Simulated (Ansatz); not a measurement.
Gas-phase electronic energies from Ansatz, PBE0-D4/def2-TZVP geometries. CCSD(T)/CBS adds triple-zeta CCSD(T) − MP2 to the extrapolated MP2 energy (def2 sets, frozen cores). This one scheme is used for every species. Functionals use def2-TZVPP. Each species was taken in one conformer, which may not be the lowest.

`BC(=C)CC` + H₂ → `C=CCC` + BH₃  (hydrogenolysis of a C–B bond)

`BC(=C)CC`:

Z-matrix (Å, degrees):
```
C
C 1 1.524
C 1 1.504 2 112.0
H 1 1.096 2 108.8 3 -120.6
H 1 1.095 2 109.8 3 122.9
H 2 1.092 1 111.2 3 177.6
H 2 1.093 1 110.9 3 57.6
H 2 1.093 1 110.9 3 -62.0
C 3 1.342 1 121.2 2 113.0
B 3 1.540 1 121.3 2 -67.9
H 9 1.089 3 122.3 1 1.5
H 9 1.085 3 121.0 1 -178.9
H 10 1.199 3 121.5 1 -3.9
H 10 1.197 3 119.4 1 177.1
```

H₂:

Cartesian coordinates in Å:
```
H 0.343 0.000 -0.147
H -0.343 0.000 0.147
```

`C=CCC`:

```xyz
12

C    -1.656    1.058    0.327
C    -0.906    0.161   -0.296
C     0.192   -0.631    0.332
C     1.541   -0.387   -0.335
H    -1.519    1.274    1.383
H    -2.435    1.607   -0.189
H    -1.075   -0.022   -1.357
H     0.250   -0.392    1.399
H    -0.051   -1.698    0.263
H     1.502   -0.629   -1.401
H     1.837    0.660   -0.244
H     2.322   -1.002    0.118
```

BH₃:

```xyz
4

B     0.000    0.000    0.000
H     0.538   -0.342    1.009
H    -0.120   -0.771   -0.903
H    -0.418    1.113   -0.105
```

```json
{"level": "ωB97M-V", "ΔE (eV)": "0.09"}
{"level": "r2SCAN", "ΔE (eV)": "0.14"}
{"level": "HF/def2-TZVPP", "ΔE (eV)": "-0.22"}
{"level": "HF/def2-QZVPP", "ΔE (eV)": "-0.22"}
```

What does CCSD(T)/CBS give? (Estimate.)

Ansatz gave: +0.09 eV. The listed levels differ from it by 0.00, 0.05, -0.31, -0.31 eV.

Largest T1 diagnostic among the species: 0.010.

In def2-TZVPP, CCSD(T) changes the Hartree–Fock value by +0.29 eV (the triples alone add +0.07 eV) and MP2 by +0.36 eV. From PBE to PBE0 (25 % exact exchange), in def2-TZVPP and without D4, ΔE moves by −0.06 eV.

CCSD(T)/CBS has its own doubt, a few kJ/mol and more with outer-core shells, so smaller differences from it don't rank the levels.
